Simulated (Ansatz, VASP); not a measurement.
**One calculation of SiHC, two programs**

Contents of INCAR:

```
SYSTEM = SiHC
ALGO = Normal
EDIFF = 1E-6
EDIFFG = -0.04
ENCUT = 600
GGA = PE
IBRION = 2
ISIF = 3
ISMEAR = 0
LASPH = .True.
LCHARG = .False.
LREAL = .False.
LWAVE = .False.
NELM = 80
NSW = 90
PREC = Accurate
SIGMA = 0.1
```

The input KPOINTS:

```
k-points
0
Gamma
  6 6 6
  0 0 0
```

Contents of POSCAR:

```
SiHC
1.0
    3.4028226600      0.0000000000      0.0000000000
   -1.7014113300      2.9469308700      0.0000000000
    0.0000000000      0.0000000000      3.3786753400
Si H C
1 1 1
Direct
    0.6666666700      0.3333333300      0.5000000000
    0.3333333300      0.6666666700      0.0000000000
    0.0000000000      0.0000000000      0.0000000000
```

Input for Ansatz:

```yaml
crystal:
  lattice:
    - [3.40282266, 0.0, 0.0]
    - [-1.70141133, 2.94693087, 0.0]
    - [0.0, 0.0, 3.37867534]
  atoms:
    - { symbol: Si, position: [0.66666667, 0.33333333, 0.5] }
    - { symbol: H, position: [0.33333333, 0.66666667, 0.0] }
    - { symbol: C, position: [0.0, 0.0, 0.0] }
basis:
  ecutwfc: 420
kpoints:
  mp_grid: { grid: [6, 6, 6] }
hamiltonian:
  xc: pbe
scf:
  occupations: { method: gaussian, width: 0.1 }
  lower_state_search: "off"
output:
  forces: true
  stress: true
  eigenvalues: true
relax:
  adjacent_minimum: "off"
  f_tol: 0.04
  max_steps: 70
  cell: { stress_tol: 0.4 }
```

Change from the starting cell: species swapped into the NdNiAs type (P-6m2, No. 187).

Alike in both runs: task relaxation of cell and atoms; functional PBE; k mesh 6 × 6 × 6; occupations gaussian, width 0.1 eV; no spin polarisation.

|  | VASP | Ansatz |
| --- | --- | --- |
| version | VASP 6.6.1 | Ansatz 0.2.0 |
| potentials or method | VASP PAW PBE potentials, release 64 (Si, H, C) | scalar-relativistic, plane waves, PAW |
| plane-wave cutoff (eV) | 600 | 420 |
| valence electrons in the cell | 9 | 9 |

VASP gave:

```
gap on the k mesh at the Fermi level, each at its own relaxed structure (eV) : none
relaxed volume (Å³/atom)                                                     : 6.96
relaxed cell length with the largest relative difference (Å)                 : 2.816
energy change over the relaxation (meV/atom)                                 : -557
```

**Question.** Estimate Ansatz's values.

**Answer.** gap on the k mesh at the Fermi level, each at its own relaxed structure (eV): none; relaxed volume (Å³/atom): 6.93; relaxed cell length with the largest relative difference (Å): 2.812; energy change over the relaxation (meV/atom): -557.

A gap of «none» marks a metal or a gap that the smearing closes.

Caveats: the volume moved by over 15 % at a fixed basis, so the end points are rough (VASP).
